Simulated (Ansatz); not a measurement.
# SrCl2: course of a relaxation

Theory: DFT r2SCAN, scalar-relativistic, plane waves, PAW (Ansatz). Settings: 500 eV cutoff, 6×6×6 k-mesh, Gaussian smearing of 0.02 eV, no spin polarisation.

What was changed: relaxed at 5 GPa.

Other phases may be more stable at this pressure.

Command:

```bash
ansatz run input.yaml --threads 1 --pin off --max-ram 2560MiB --backend cpu --events-out ev --progress --plain --runs-dir out
```

Input:

```yaml
crystal:
  lattice:
    - [0.0, 3.3707213839, 3.3707213839]
    - [3.3707213839, 0.0, 3.3707213839]
    - [3.3707213839, 3.3707213839, 0.0]
  atoms:
    - { symbol: Sr, position: [0.0, 0.0, 0.0] }
    - { symbol: Cl, position: [0.25, 0.25, 0.25] }
    - { symbol: Cl, position: [0.75, 0.75, 0.75] }
basis:
  ecutwfc: 500
kpoints:
  mp_grid: { grid: [6, 6, 6] }
hamiltonian:
  xc: r2scan
scf:
  occupations: { method: gaussian, width: 0.02 }
output:
  forces: true
  stress: true
  eigenvalues: true
relax:
  adjacent_minimum: "off"
  f_tol: 0.008
  max_steps: 50
  cell: { stress_tol: 0.08, p_target: 5.0 }
```

F is the free energy. Steps run on the plane waves of an earlier cell, but the last one, and at times one on the way, on a freshly chosen basis, so a repeated geometry can differ a little in energy. The relaxation lowers the enthalpy F + PV at the target pressure, so F itself can rise.

Steps:

```json
{"step": "1", "F − F(1) (eV)": "0.0000", "largest force component (eV/Å)": "0.000", "V (Å³/atom)": "25.532", "P (GPa)": "5.33"}
{"step": "2", "F − F(1) (eV)": "-0.0203", "largest force component (eV/Å)": "0.000", "V (Å³/atom)": "25.745", "P (GPa)": "4.83"}
{"step": "3", "F − F(1) (eV)": "-0.0136", "largest force component (eV/Å)": "0.000", "V (Å³/atom)": "25.673", "P (GPa)": "5.00"}
{"step": "4", "F − F(1) (eV)": "-0.0136", "largest force component (eV/Å)": "0.000", "V (Å³/atom)": "25.673", "P (GPa)": "5.00"}
```

Relaxed structure:

```
CELL_PARAMETERS angstrom
0.00000 3.37692 3.37692
3.37692 0.00000 3.37692
3.37692 3.37692 0.00000
ATOMIC_POSITIONS crystal
Sr 0.00000 0.00000 0.00000
Cl 0.25000 0.25000 0.25000
Cl 0.75000 0.75000 0.75000
```

It takes space group Fm-3m (No. 225, cubic). The conventional cell has a = 6.754 Å, b = 6.754 Å, c = 6.754 Å, α = 90.00°, β = 90.00°, γ = 90.00°. Sr (site symmetry m-3m) is surrounded by 8 Cl at 2.92 Å. Around Cl (site symmetry -43m) lie 4 Sr at 2.92 Å.

The run converged. It took 14 s on 1 thread of Oxide Virtual Turin-like Processor (Zen 5), on a shared host, peak memory 0.57 GiB.